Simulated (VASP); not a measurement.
# ZnO (zincite) (P6_3mc) in VASP: settings compared

Aim: see how the results for ZnO (zincite) move with the level of theory and the settings. Levels: PBE, LDA. Tasks: dielectric tensor, phonons.

Everything below comes from runs of VASP 6.6.1. Logs are shortened: lines on timing, memory, paths and dates and some standing lists are left out, and cuts for length are marked.

**What was measured.**

From “Electronic structure of alkaline earth and post-transition metal oxides”, 2009, arxiv:0908.1581, for a bulk crystal of ZnO: band gap 3.37 eV.

How close the calculation comes is told below.

### Step 1. The crystal as given

It takes space group P6_3mc (No. 186, hexagonal). The conventional cell has a = 3.286 Å, b = 3.286 Å, c = 5.301 Å, α = 90.00°, β = 90.00°, γ = 120.00°. Zn (site symmetry 3m) has 4 O at 2.00 to 2.01 Å as nearest neighbours. O (site symmetry 3m) is surrounded by 4 Zn at 2.00 to 2.01 Å.

### Step 2. Dielectric tensor, PBE

File INCAR:

```
SYSTEM = ZnO
PREC     = Accurate       ! precision mode
ENCUT    = 600            ! plane-wave cutoff, eV
EDIFF    = 1E-8           ! SCF threshold, eV
ISMEAR   = 0              ! smearing method
SIGMA    = 0.03           ! smearing width, eV
LREAL    = .FALSE.        ! projectors in reciprocal space
LASPH    = .TRUE.         ! aspherical terms in the spheres
NELM     = 80             ! most SCF steps
ALGO     = Fast           ! electronic algorithm
ISIF     = 2              ! what is computed and relaxed
LWAVE    = .FALSE.        ! write WAVECAR
LCHARG   = .FALSE.        ! write CHGCAR
GGA      = PE             ! functional
LEPSILON = .TRUE.         ! dielectric tensor by DFPT
```

File KPOINTS:

```
Automatic mesh
0
G
  9 9 5
  0 0 0
```

File POSCAR:

```
ZnO                                     
1.0
    3.2858134863      0.0000000000      0.0000000000
   -1.6429067432      2.8455979512     -0.0000000000
    0.0000000000      0.0000000000      5.3012840563
  Zn              O             
     2     2
Direct
     0.3333333332999970    0.6666666667000030    0.4998921358113735
     0.6666666667000030    0.3333333332999970    0.9998921358113734
     0.6666666667000030    0.3333333332999970    0.3791178641886275
     0.3333333332999970    0.6666666667000030    0.8791178641886276
```

Potentials or basis: VASP PAW PBE potentials, release 64 (Zn, O).

The run is started by

```console
$ cat potpaw_PBE.64/Zn/POTCAR potpaw_PBE.64/O/POTCAR > POTCAR
$ mpirun -np 1 vasp_std > vasp.out
```

OUTCAR:

```text
SYSTEM = ZnO
   PREC = Accurate
   ENCUT = 600
   EDIFF = 1E-8
   ISMEAR = 0
   LREAL = .FALSE.
   LASPH = .TRUE.
   NELM = 80
   ISIF = 2
   GGA = PE
   LEPSILON = .TRUE.

 ion  position               nearest neighbor table
   1  0.333  0.667  0.500-   3 2.00   3 2.00   3 2.00   4 2.01
   2  0.667  0.333  1.000-   4 2.00   4 2.00   4 2.00   3 2.01
   3  0.667  0.333  0.379-   1 2.00   1 2.00   1 2.00   2 2.01
   4  0.333  0.667  0.879-   2 2.00   2 2.00   2 2.00   1 2.01

  LATTYP: Found a hexagonal cell.
 ALAT       =     3.2858134863
 C/A-ratio  =     1.6133855675

  Lattice vectors:

 A1 = (   3.2858134863,   0.0000000000,   0.0000000000)
 A2 = (  -1.6429067432,   2.8455979512,   0.0000000000)
 A3 = (   0.0000000000,   0.0000000000,   5.3012840563)

Analysis of symmetry for initial positions (statically):
=====================================================================
 Subroutine PRICEL returns:
 Original cell was already a primitive cell.

 Routine SETGRP: Setting up the symmetry group for a
 hexagonal supercell.

 Subroutine GETGRP returns: Found 12 space group operations
 (whereof  6 operations were pure point group operations)
 out of a pool of 24 trial point group operations.

The static configuration has the point symmetry C_3v.
 The point group associated with its full space group is C_6v.

Analysis of symmetry for dynamics (positions and initial velocities):
=====================================================================
 Subroutine PRICEL returns:
 Original cell was already a primitive cell.

 Routine SETGRP: Setting up the symmetry group for a
 hexagonal supercell.

 Subroutine GETGRP returns: Found 12 space group operations
 (whereof  6 operations were pure point group operations)
 out of a pool of 24 trial point group operations.

The dynamic configuration has the point symmetry C_3v.
 The point group associated with its full space group is C_6v.

 Subroutine INISYM returns: Found 12 space group operations
 (whereof  6 operations are pure point group operations),
 and found     1 'primitive' translations

----------------------------------------------------------------------------------------

                                     Primitive cell

  volume of cell :      49.5676

  direct lattice vectors                    reciprocal lattice vectors
     3.285813486  0.000000000  0.000000000     0.304338638  0.175709994  0.000000000
    -1.642906743  2.845597951  0.000000000     0.000000000  0.351419989  0.000000000
     0.000000000  0.000000000  5.301284056     0.000000000  0.000000000  0.188633544

  length of vectors
     3.285813486  3.285813486  5.301284056     0.351419989  0.351419989  0.188633544

  position of ions in fractional coordinates (direct lattice)
     0.333333333  0.666666667  0.499892136
     0.666666667  0.333333333  0.999892136
     0.666666667  0.333333333  0.379117864
     0.333333333  0.666666667  0.879117864

  ion indices of the primitive-cell ions
   primitive index   ion index
                 1           1
                 2           2
                 3           3
                 4           4

----------------------------------------------------------------------------------------

 KPOINTS: Automatic mesh

Automatic generation of k-mesh.
 Grid dimensions read from file:
 generate k-points for:    9    9    5

 Generating k-lattice:

  Cartesian coordinates                     Fractional coordinates (reciprocal lattice)
     0.033815404  0.019523333  0.000000000     0.111111111 -0.000000000  0.000000000
     0.000000000  0.039046665  0.000000000     0.000000000  0.111111111  0.000000000
     0.000000000  0.000000000  0.037726709     0.000000000  0.000000000  0.200000000

  Length of vectors
     0.039046665  0.039046665  0.037726709

  Shift w.r.t. Gamma in fractional coordinates (k-lattice)
     0.000000000  0.000000000  0.000000000

 Subroutine IBZKPT returns following result:
 ===========================================

 Found     36 irreducible k-points:

 Following reciprocal coordinates:
            Coordinates               Weight
  0.000000  0.000000  0.000000      1.000000
  0.111111 -0.000000  0.000000      6.000000
  0.222222 -0.000000  0.000000      6.000000
  0.333333  0.000000  0.000000      6.000000
[... 46 lines left out ...]
   ISYM   =      2    0-nonsym 1-usesym 2-fastsym
   POTIM  = 0.5000    time-step for ionic-motion
   TEBEG  =    0.0;   TEEND  =   0.0 temperature during run
   PSTRESS=    0.0 pullay stress
   NELECT =      36.0000    total number of electrons
   NUPDOWN=      -1.0000    fix difference up-down
   EMIN   =  10.00;   EMAX   =-10.00  energy-range for DOS
   EFERMI =   0.00;   METHOD = LEGACY
   ISMEAR =     0;   SIGMA  =   0.03  broadening in eV -4-tet -1-fermi 0-gaus
   EFERMI_NEDOS =   21; number of points for ismear=-14 and -15
   IALGO  =     68    algorithm
   IMIX   =      4    mixing-type and parameters
     AMIX     =   0.40;   BMIX     =  1.00
     AMIX_MAG =   1.60;   BMIX_MAG =  1.00
  volume/ion in A,a.u.               =      12.39        83.62
  Fermi-wavevector in a.u.,A,eV,Ry     =   1.471555  2.780836 29.463063  2.165474
  Thomas-Fermi vector in A             =   2.586677
   LORBIT       =      0    0 simple, 1 ext, 2 COOP (PROOUT), +10 PAW based schemes
   GGA     = PE    functional components
   LHFCALC =     F    Hartree Fock is set to
   AEXX    =    0.0000 exact exchange contribution
   IVDW    =     0    specifies the selected vdW correction
   LEPSILON=     T    determine dielectric tensor
   LRPA    =     F    only Hartree local field effects (RPA)
 non-spin polarized calculation
 RMM-DIIS sequential band-by-band and
 Gauss-broadening in eV      SIGMA  =   0.03
  energy-cutoff  :      600.00
  volume of cell :       49.57
 maximum number of plane-waves:      1689
 NGX is ok and might be reduce to    28
   NGX = 13   NGY = 13   NGZ = 21

--------------------------------------- Ionic step        1  -------------------------------------------

 number of electron      36.0000014 magnetization

 E-fermi :   1.0036     XC(G=0): -10.6969

 val. band max:        0.8470769312   @ k =   0.0000   0.0000   0.0000
 cond. band min:       1.5682439500   @ k =   0.0000   0.0000   0.0000
 fundamental gap:      0.7211670188
 Fermi energy:         1.0036307858

 k-point     1 :       0.0000    0.0000    0.0000
  band No.  band energies     occupation
      1     -16.9296      2.00000
      2     -16.2697      2.00000
      3      -4.6663      2.00000
      4      -4.6663      2.00000
      5      -4.6257      2.00000
      6      -4.4935      2.00000
[... 589 lines left out ...]
     21       8.5821      0.00000
     22       8.8920      0.00000

 [... further k-points ...]

  FORCE on cell =-STRESS in cart. coord.  units (eV):
  Direction    XX          YY          ZZ          XY          YZ          ZX
  --------------------------------------------------------------------------------------
  -------------------------------------------------------------------------------------
  Total        0.0020530      0.0020530      0.0073745     -0.0000000     -0.0000000      0.0000000
  in kB        0.0663582      0.0663582      0.2383662     -0.0000000     -0.0000000      0.0000000
  external PRESSURE =       0.1236942 kB  Pullay stress =       0.0000000 kB

 VOLUME and BASIS-vectors are now :
 -----------------------------------------------------------------------------
  energy-cutoff  :      600.00
  volume of cell :       49.57
      direct lattice vectors                 reciprocal lattice vectors
     3.285813486  0.000000000  0.000000000     0.304338638  0.175709994  0.000000000
    -1.642906743  2.845597951  0.000000000     0.000000000  0.351419989  0.000000000
     0.000000000  0.000000000  5.301284056     0.000000000  0.000000000  0.188633544

 POSITION                                       TOTAL-FORCE (eV/Angst)
 -----------------------------------------------------------------------------------
     -0.00000      1.89707      2.65007        -0.000000      0.000000      0.001791
      1.64291      0.94853      5.30071         0.000000     -0.000000      0.001791
      1.64291      0.94853      2.00981        -0.000000      0.000000     -0.001791
     -0.00000      1.89707      4.66045         0.000000     -0.000000     -0.001791
 -----------------------------------------------------------------------------------
    total drift:                                0.000000      0.000000      0.000799

  FREE ENERGIE OF THE ION-ELECTRON SYSTEM (eV)
  ---------------------------------------------------
  free  energy   TOTEN  =       -17.8656214938 eV

  energy  without entropy=      -17.8656214938  energy(sigma->0) =      -17.86562149

 HEAD OF MICROSCOPIC STATIC DIELECTRIC TENSOR (INDEPENDENT PARTICLE, excluding Hartree and local field effects)
 ------------------------------------------------------
           6.447878    -0.000000     0.000000
          -0.000000     6.447878     0.000000
          -0.000000     0.000000     6.236692
 ------------------------------------------------------

 Free energy of the ion-electron system (eV)
  ---------------------------------------------------
  ---------------------------------------------------
  free energy    TOTEN  =        -0.76909575 eV

  energy without entropy =       -0.76909575

------------------------ aborting loop because EDIFF is reached ----------------------------------------

--------------------------------------- Ionic step        2  -------------------------------------------

------------------------ aborting loop because EDIFF is reached ----------------------------------------

--------------------------------------- Ionic step        3  -------------------------------------------

 Free energy of the ion-electron system (eV)
  ---------------------------------------------------
  ---------------------------------------------------
  free energy    TOTEN  =        -0.74128097 eV

  energy without entropy =       -0.74128097

------------------------ aborting loop because EDIFF is reached ----------------------------------------

 PIEZOELECTRIC TENSOR FIELD DIRECTION 3  (e Angst)
 -----------------------------------------------------------------------------
     1.22737 -0.00000 -0.00000           (  0.05285 -0.00000  0.00000)
    -0.00000  1.22737  0.00000           ( -0.00000  0.05285  0.00000)
     0.00000  0.00000 -2.47032           (  0.00000  0.00000 -0.10527)

 PIEZOELECTRIC TENSOR FIELD DIRECTION 3  (C/m^2)
 -----------------------------------------------------------------------------
     0.39672 -0.00000 -0.00000
    -0.00000  0.39672  0.00000
     0.00000  0.00000 -0.79849

 MACROSCOPIC STATIC DIELECTRIC TENSOR (including local field effects in DFT)
 ------------------------------------------------------
           6.343709    -0.000000     0.000000
          -0.000000     6.343709     0.000000
           0.000000     0.000000     6.147106
 ------------------------------------------------------

 PIEZOELECTRIC TENSOR (including local field effects)  for field in x, y, z        (e  Angst)
          XX          YY          ZZ          XY          YZ          ZX
  --------------------------------------------------------------------------------
  x     0.00000     0.00000     0.00000     0.00000    -0.00000     1.29338
  y    -0.00000    -0.00000     0.00000     0.00000     1.29338    -0.00000
  z     1.22737     1.22737    -2.47032    -0.00000     0.00000    -0.00000

 PIEZOELECTRIC TENSOR (including local field effects)  for field in x, y, z        (C/m^2)
          XX          YY          ZZ          XY          YZ          ZX
  --------------------------------------------------------------------------------
  x     0.00000     0.00000     0.00000     0.00000    -0.00000     0.41806
  y    -0.00000    -0.00000     0.00000     0.00000     0.41806    -0.00000
  z     0.39672     0.39672    -0.79849    -0.00000     0.00000    -0.00000

 BORN EFFECTIVE CHARGES (including local field effects) (in |e|, cummulative output)
 ---------------------------------------------------------------------------------
 ion    1
    1     2.15901    -0.00000     0.00000
    2    -0.00000     2.15901     0.00000
    3     0.00000     0.00000     2.20808
 ion    2
    1     2.15901    -0.00000     0.00000
    2    -0.00000     2.15901    -0.00000
    3    -0.00000     0.00000     2.20808
 ion    3
    1    -2.15901     0.00000     0.00000
    2     0.00000    -2.15901     0.00000
    3     0.00000     0.00000    -2.20808
 ion    4
    1    -2.15901     0.00000     0.00000
    2     0.00000    -2.15901     0.00000
    3     0.00000     0.00000    -2.20808
```

Wall time 6.9 min (1 thread of Intel Xeon Platinum 8488C (Sapphire Rapids), shared host); peak memory 0.44 GiB.

What came out:

| Quantity | Value |
| --- | --- |
| Band gap on the k mesh | 0.72 eV, direct |
| Electronic dielectric tensor (diagonal) | 6.34, 6.34, 6.15 |
| Born charges (mean of the diagonal) | Zn +2.18; O -2.18 e |

Electronic dielectric tensor:
```
6.34 0.00 0.00
0.00 6.34 0.00
0.00 0.00 6.15
```

Born effective charge tensors (e):
atom 1, Zn
```
2.16 0.00 0.00
0.00 2.16 0.00
0.00 0.00 2.21
```
atom 2, Zn
```
2.16 0.00 0.00
0.00 2.16 0.00
0.00 0.00 2.21
```
atom 3, O
```
-2.16  0.00  0.00
 0.00 -2.16  0.00
 0.00  0.00 -2.21
```
atom 4, O
```
-2.16  0.00  0.00
 0.00 -2.16  0.00
 0.00  0.00 -2.21
```

(Part 1 of 3 ends here.)
